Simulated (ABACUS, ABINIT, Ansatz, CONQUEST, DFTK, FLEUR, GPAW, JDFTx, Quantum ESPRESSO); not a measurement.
**Cost and result for the band gap of TePb**

Symmetry: Fm-3m, No. 225, cubic system. The conventional cell has a = 6.462 Å, b = 6.462 Å, c = 6.462 Å, α = 90.00°, β = 90.00°, γ = 90.00°. Around Pb (site symmetry m-3m) lie 6 Te at 3.23 Å. Around Te (site symmetry m-3m) lie 6 Pb at 3.23 Å.

| rung | level | program and potentials | cutoff (eV) | k mesh | task | core time | chip | band gap (eV) | miss (eV) | notes |
| --- | --- | --- | --- | --- | --- | --- | --- | --- | --- | --- |
| GGA | PBE | Ansatz, PAW datasets made for the crystal | 240 | 4 × 4 × 4 | single point | 3.5 s | Arm Neoverse V1 | 0.73 | +0.54 | coarse mesh; 10 valence electrons an atom on average |
| LDA | LDA | ABINIT, JTH PAW LDA v2.0 | 463 | 4 × 4 × 4 | single point | 6.3 s | Arm Neoverse V2 | 0.63 | +0.44 | coarse mesh; 10 valence electrons an atom on average |
| GGA | revPBE | Ansatz, all-electron LAPW, scalar-relativistic | - | 7 × 7 × 7 | band structure | 13 s | Arm Neoverse V1 | 0.78 | +0.59 | from the band path |
| LDA | PZ | FLEUR, all-electron, FLAPW | - | 7 × 7 × 7 | band structure | 32 s | Intel Xeon 6975P-C Granite Rapids | 0.65 | +0.46 | from the band path |
| GGA | PBE | CONQUEST, PseudoDojo NC PBE, DZP, grid cutoff 120 Ha | - | 6 × 6 × 4 | single point | 42 s | Intel Xeon Platinum 8488C Sapphire Rapids | 0.81 | +0.62 | atomic basis; cell of 4 atoms; 15 valence electrons an atom on average |
| GGA | PBEsol | ABACUS, GBRV ultrasoft 1.5 PBEsol, plane waves | 544 | 6 × 6 × 6 | single point | 52 s | Intel Xeon 6975P-C Granite Rapids | 0.64 | +0.45 | 10 valence electrons an atom on average |
| LDA | LDA | JDFTx, PseudoDojo-SR-LDA-0.4.1-standard | 1088 | 7 × 7 × 7 | band structure | 61 s | Arm Neoverse V2 | 0.66 | +0.47 | 15 valence electrons an atom on average; from the band path |
| GGA | PBE | FLEUR, all-electron, FLAPW | - | 7 × 7 × 7 | band structure | 66 s | Intel Xeon Platinum 8259CL Skylake/Cascade Lake | 0.73 | +0.54 | from the band path |
| GGA | rPW86PBE | ABACUS, GBRV ultrasoft 1.5 PBE, plane waves | 544 | 6 × 6 × 6 | single point | 79 s | Intel Xeon 6975P-C Granite Rapids | 0.69 | +0.50 | potentials made for PBE; 10 valence electrons an atom on average |
| GGA | BLYP | ABACUS, SG15 ONCV 1.2 PBE, plane waves | 1129 | 6 × 6 × 6 | single point | 81 s | Intel Xeon Platinum 8488C Sapphire Rapids | 0.82 | +0.63 | potentials made for PBE; 15 valence electrons an atom on average |
| LDA | LDA | Quantum ESPRESSO, PseudoDojo 0.4.1 SR LDA standard | 1088 | 7 × 7 × 7 | band structure | 2 min | Arm Neoverse V1 | 0.66 | +0.47 | 15 valence electrons an atom on average; from the band path |
| GGA | PBE | ABINIT, SPMS NC PBE v1.0 | 871 | 7 × 7 × 7 | band structure | 3.5 min | Arm Neoverse V1 | 0.74 | +0.55 | 15 valence electrons an atom on average; from the band path |
| GGA | PBE | DFTK, in-house norm-conserving set (PBE, scalar relativistic) | 1116 | 5 × 5 × 5 | band structure | 4.9 min | AMD EPYC 7R43 Zen 3 | 0.73 | +0.54 | 15 valence electrons an atom on average; from the band path |
| GGA | RPBE | GPAW, the program's PAW data sets (release 1.2.1) made for this functional | 450 | 6 × 6 × 6 | dielectric tensor | 5.1 min | Arm Neoverse V1 | 0.75 | +0.56 | 10 valence electrons an atom on average |

Times are single runs on shared hosts and different chips, so they are rough; meshes, cutoffs and the tasks' sizes weigh on the time. All rows: no spin polarisation. Gaps are the least found on the k mesh or the band path, and a mesh can miss the band edges. The cell comes from a database and isn't always the measured one. Meshes differ between rows, which moves values too. All levels ran on this one cell, unrelaxed unless noted. Meshes are those of the run's cell of 2 atoms unless a note names another. Misses use the values as printed. Runs on faulty files, with rough fits or with known faults for this quantity aren't shown. No row holds spin-orbit coupling.

By rung: LDA 0.65 to 0.66; GGA 0.64 to 0.82; LDA on coarse meshes 0.63; GGA on coarse meshes 0.73; GGA in atomic bases 0.81 (eV). Measured: 0.19 eV at 4.2 K (a printed reference work). Closest, coarse meshes and atomic bases left aside, is PBEsol (+0.45 eV), and PBE misses by +0.54 eV on plain settings. The runs are for a static lattice, while measurements hold temperature and zero-point motion; rows without SOC leave out spin-orbit coupling, which moves the band edges where heavy atoms are present.
